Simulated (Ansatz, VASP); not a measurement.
# Sn in VASP and in Ansatz

The input INCAR:

```
SYSTEM = Sn
  ALGO = Fast
  EDIFF = 1E-6
  ENCUT = 520
  GGA = PS
  ISIF = 2
  ISMEAR = -1
  LASPH = .True.
  LCHARG = .False.
  LREAL = .False.
  LWAVE = .False.
  NBANDS = 13
  NELM = 100
  PREC = Accurate
  SIGMA = 0.05
```

The input KPOINTS:

```
k-points
0
Gamma
  11 11 11
  0 0 0
```

POSCAR

```
Sn
1.0
   -1.6912936206      1.7393011766      2.2906073406
    1.6912936206     -1.7393011766      2.2906073406
    1.6912936206      1.7393011766     -2.2906073406
Sn
1
Direct
    0.0000000000      0.0000000000      0.0000000000
```

Contents of input.yaml:

```yaml
crystal:
  lattice:
    - [-1.6912936206, 1.7393011766, 2.2906073406]
    - [1.6912936206, -1.7393011766, 2.2906073406]
    - [1.6912936206, 1.7393011766, -2.2906073406]
  atoms:
    - { symbol: Sn, position: [0.0, 0.0, 0.0] }
hamiltonian:
  xc: pbesol
  pseudopotentials: { kind: paw }
kpoints:
  mp_grid: { grid: [11, 11, 11] }
scf:
  occupations: { method: fermi_dirac, width: 0.05 }
output:
  forces: true
  stress: true
  eigenvalues: true
  write_density: true
  write_potential: true
  elf: true
  volumetric_format: npy
```

This isn't the form of Sn at room conditions, which is tetragonal (white tin).

Alike in both runs: task single point; functional PBEsol; k mesh 11 × 11 × 11; occupations fermi-dirac, width 0.05 eV; no spin polarisation.

|  | VASP | Ansatz |
| --- | --- | --- |
| version | VASP 6.6.1 | Ansatz 0.2.0 |
| potentials or method | VASP PAW PBE potentials, release 64 (Sn_d) | Ansatz PAW |
| plane-wave cutoff (eV) | 520 | 420 |
| valence electrons in the cell | 14 | 14 |

Ansatz gave:

```
gap on the k mesh at the Fermi level (eV)       : none
pressure (GPa)                                  : -0.8
largest component of the traceless stress (GPa) : 1.06
```

Problem. Which values does VASP return?

Solution. gap on the k mesh at the Fermi level (eV): none; pressure (GPa): -0.8; largest component of the traceless stress (GPa): 1.07.

A gap of «none» marks a metal or a gap that the smearing closes. The functional is the same, so the differences come from potentials, cutoffs and numerics.

Caveats: the PAW data sets were made with another functional, which shifts forces and pressure a little (VASP); the PAW data sets come from PBE, with cores solved anew for the run's functional, which leaves a small shift of forces and pressure (Ansatz).
